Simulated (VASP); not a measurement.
Input of a VASP 6.6.1 run:

File INCAR:

```
SYSTEM = Pb
PREC     = Accurate       ! precision mode
ENCUT    = 520            ! plane-wave cutoff, eV
EDIFF    = 1E-6           ! SCF threshold, eV
ISMEAR   = -1             ! smearing method
SIGMA    = 0.08           ! smearing width, eV
LREAL    = .FALSE.        ! projectors in reciprocal space
LASPH    = .TRUE.         ! aspherical terms in the spheres
NELM     = 100            ! most SCF steps
ALGO     = Normal         ! electronic algorithm
ISIF     = 2              ! what is computed and relaxed
LWAVE    = .FALSE.        ! write WAVECAR
LCHARG   = .FALSE.        ! write CHGCAR
GGA      = PS             ! functional
NBANDS   = 13             ! bands
```

The input KPOINTS:

```
Automatic mesh
0
G
  13 13 13
  0 0 0
```

Contents of POSCAR:

```
Pb
1.0
   -1.9796595667      1.9796595667      1.9796595667
    1.9796595667     -1.9796595667      1.9796595667
    1.9796595667      1.9796595667     -1.9796595667
Pb
1
Direct
    0.0000000000      0.0000000000      0.0000000000
```

Potentials or basis: VASP PAW PBE potentials, release 64 (Pb_d).

The run is started by

```console
$ cat potpaw_PBE.64/Pb_d/POTCAR > POTCAR
$ mpirun -np 1 vasp_std > vasp.out
```

(1) Estimate the pressure.

(2) Predict the band gap on the k mesh.

Answers

(1) -1.7 GPa.

(2) none (metal or under the smearing width).

Caveat: the PAW data sets were made with another functional, which shifts forces and pressure a little.
